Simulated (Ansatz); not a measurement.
# What moves the field gradients of P?

Cell of run 1: a COD entry, taken as it stands.

```cif
data_P
_symmetry_space_group_name_H-M 'P-1'
_symmetry_Int_Tables_number 2
_cell_length_a 5.5030
_cell_length_b 10.8842
_cell_length_c 11.0238
_cell_angle_alpha 94.682
_cell_angle_beta 99.826
_cell_angle_gamma 100.552
loop_
_atom_site_label
_atom_site_type_symbol
_atom_site_symmetry_multiplicity
_atom_site_Wyckoff_symbol
_atom_site_fract_x
_atom_site_fract_y
_atom_site_fract_z
P1 P 2 i 0.0742 0.0025 0.6780
P3 P 2 i 0.5916 0.1772 0.5292
P5 P 2 i 0.1626 0.0512 0.1894
P7 P 2 i 0.7777 0.3736 0.5550
P9 P 2 i 0.6880 0.3149 0.0264
P11 P 2 i 0.2403 0.0113 0.8719
P13 P 2 i 0.5150 0.3081 0.6716
P15 P 2 i 0.3783 0.3196 0.4775
P17 P 2 i 0.0656 0.3742 0.1353
P19 P 2 i 0.0121 0.1452 0.8135
P21 P 2 i 0.7938 0.4942 0.1424
P23 P 2 i 0.7501 0.3189 0.2261
```

One atom of each set is listed.

Relaxed positions (PBE, cell held):

P1 (0.0775, 0.9909, 0.6757)
P3 (0.5856, 0.1790, 0.5409)
P5 (0.1715, 0.0510, 0.1895)
P7 (0.7783, 0.3781, 0.5599)
P9 (0.6905, 0.3031, 0.0243)
P11 (0.2387, 0.0141, 0.8756)
P13 (0.5021, 0.3179, 0.6778)
P15 (0.3733, 0.3229, 0.4779)
P17 (0.0785, 0.3667, 0.1301)
P19 (0.0078, 0.1457, 0.7997)
P21 (0.8028, 0.4900, 0.1347)
P23 (0.7634, 0.3178, 0.2288)

All runs are DFT with Ansatz 0.2.0 (plane waves and PAW, scalar-relativistic unless spin–orbit coupling is named, Γ-centred meshes, Fermi–Dirac smearing where given) in this cell.

Run 1: PBE, atoms as given; 420 eV, 6×3×3 k-points, smearing 0.02 eV.
Run 2: PBE, atoms relaxed; 420 eV, 6×3×3 k-points, smearing 0.02 eV.
Run 3: r2SCAN, at the relaxed atoms; 500 eV, 6×3×3 k-points, smearing 0.02 eV.
Run 4: LDA, at the relaxed atoms; 420 eV, 6×3×3 k-points, smearing 0.02 eV.
Run 5: PBEsol, at the relaxed atoms; 420 eV, 6×3×3 k-points, smearing 0.02 eV.

| run | P7 V_zz (η) | P11 V_zz (η) | P13 V_zz (η) |
| --- | --- | --- | --- |
| 1 | -0.29 (0.27) | -0.22 (1.00) | -0.60 (0.77) |
| 2 | 0.44 (0.64) | 0.39 (0.70) | 0.42 (0.58) |
| 3 | -0.30 (0.80) | -0.26 (0.66) | 0.31 (0.90) |
| 4 | 0.53 (0.52) | 0.47 (0.54) | 0.47 (0.49) |
| 5 | ? | ? | ? |

V_zz in 10²¹ V/m²; 3 of the 12 sets of like atoms are followed.

Q: Estimate the row of run 5.

A: P7: 0.45 (0.60); P11: 0.40 (0.65); P13: 0.42 (0.60). It lies nearest to run 2, from whose tensors on these sites it differs by 0.02 at most (largest principal value of the difference, on P11). Taken one at a time, the positions of the atoms (as given or relaxed) move the tensors on these sites by up to 0.65 (largest principal value of the change, on P13), the functional (between the two that differ most) by 0.28 (P11). On some sites the largest principal value moves to another axis from run to run, and the sign of V_zz can flip with it.

In runs 1, 3, 4 the atoms aren't at the calculated equilibrium (largest force 1.2, 0.46, 0.26 eV/Å).
